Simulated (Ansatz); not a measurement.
Al: equilibrium volume by level of theory

It takes space group Fm-3m (No. 225, cubic). Conventional cell: a = 4.050 Å, b = 4.050 Å, c = 4.050 Å, α = 90.00°, β = 90.00°, γ = 90.00°. Around Al (site symmetry m-3m) lie 12 Al at 2.86 Å.

| rung | level | program and potentials | cutoff (eV) | k mesh | smearing | task | core time | chip | equilibrium volume (Å³/atom) | notes |
| --- | --- | --- | --- | --- | --- | --- | --- | --- | --- | --- |
| GGA + dispersion | PBE+D3(BJ) | Ansatz, Ansatz PAW | 420 | 11 × 11 × 11 | fermi-dirac 0.05 | relaxation of cell and atoms | 1.5 s | Intel Xeon 6975P-C Granite Rapids | 15.83 | - |
| GGA | RPBE | Ansatz, Ansatz PAW | 420 | 11 × 11 × 11 | fermi-dirac 0.05 | relaxation of cell and atoms | 1.7 s | Arm Neoverse V1 | 16.82 | potentials made for PBE, which Ansatz adapts in part |
| GGA | BLYP | Ansatz, Ansatz PAW | 420 | 11 × 11 × 11 | fermi-dirac 0.05 | relaxation of cell and atoms | 2 s | Intel Xeon Platinum 8259CL Skylake/Cascade Lake | 17.37 | potentials made for PBE, which Ansatz adapts in part |
| GGA + dispersion | BLYP+D4 | Ansatz, Ansatz PAW | 420 | 11 × 11 × 11 | fermi-dirac 0.05 | relaxation of cell and atoms | 2.9 s | Arm Neoverse V1 | 15.85 | potentials made for PBE, which Ansatz adapts in part |
| GGA | rPW86-PBE | Ansatz, Ansatz PAW | 420 | 11 × 11 × 11 | fermi-dirac 0.05 | relaxation of cell and atoms | 3.5 s | Arm Neoverse N1 | 16.50 | potentials made for PBE, which Ansatz adapts in part |
| hybrid | PBEsol0 | Ansatz, Ansatz PAW | 420 | 6 × 6 × 6 | fermi-dirac 0.05 | relaxation of cell and atoms | 11 s | Arm Neoverse V2 | 16.19 | coarse mesh; potentials made for PBE, which Ansatz adapts in part |
| hybrid | HSE06 | Ansatz, Ansatz PAW | 420 | 6 × 6 × 6 | fermi-dirac 0.05 | relaxation of cell and atoms | 17 s | AMD EPYC 7R43 Zen 3 | 16.40 | coarse mesh; potentials made for PBE, which Ansatz adapts in part |
| Hartree-Fock | HF | Ansatz, Ansatz PAW | 420 | 6 × 6 × 6 | fermi-dirac 0.05 | relaxation of cell and atoms | 20 s | Arm Neoverse V1 | 17.62 | coarse mesh; potentials made for PBE, which Ansatz adapts in part |
| hybrid | HSE03 | Ansatz, Ansatz PAW | 420 | 6 × 6 × 6 | fermi-dirac 0.05 | equation of state | 26 s | Arm Neoverse V2 | 16.43 | coarse mesh; potentials made for PBE, which Ansatz adapts in part |
| hybrid | HISS | Ansatz, Ansatz PAW | 420 | 6 × 6 × 6 | fermi-dirac 0.05 | equation of state | 39 s | Arm Neoverse V1 | 16.19 | coarse mesh; potentials made for PBE, which Ansatz adapts in part |
| hybrid | r2SCANh | Ansatz, Ansatz PAW | 500 | 6 × 6 × 6 | fermi-dirac 0.05 | equation of state | 67 s | Intel Xeon Platinum 8488C Sapphire Rapids | 15.98 | coarse mesh; potentials made for PBE, which Ansatz adapts in part |

Times are single runs on shared hosts and different chips, so they are rough; meshes, cutoffs and the tasks' sizes weigh on the time. All rows: no spin polarisation. Smearing widths are in eV. For a metal such meshes aren't converged. Meshes differ between rows, which moves values too. Meshes are those of the run's cell of 1 atom unless a note names another. Relaxations start from the cell shown or near it and stop with a little pressure left. Misses use the values as printed. Runs on faulty files, with rough fits or with known faults for this quantity aren't shown. No row holds spin-orbit coupling.

Measured: 16.6 Å³/atom at 298.15 K (COD entry, doi:10.1063/1.1698520).

Which of the timed runs without a coarse mesh or an atomic basis is the cheapest that comes within 1.5 % of the measured equilibrium volume?

RPBE (Ansatz, Ansatz PAW): 16.82 Å³/atom in 1.7 s. One crystal doesn't make the level reliable, since errors can cancel. The runs are for a static lattice, while measurements hold temperature and zero-point motion.
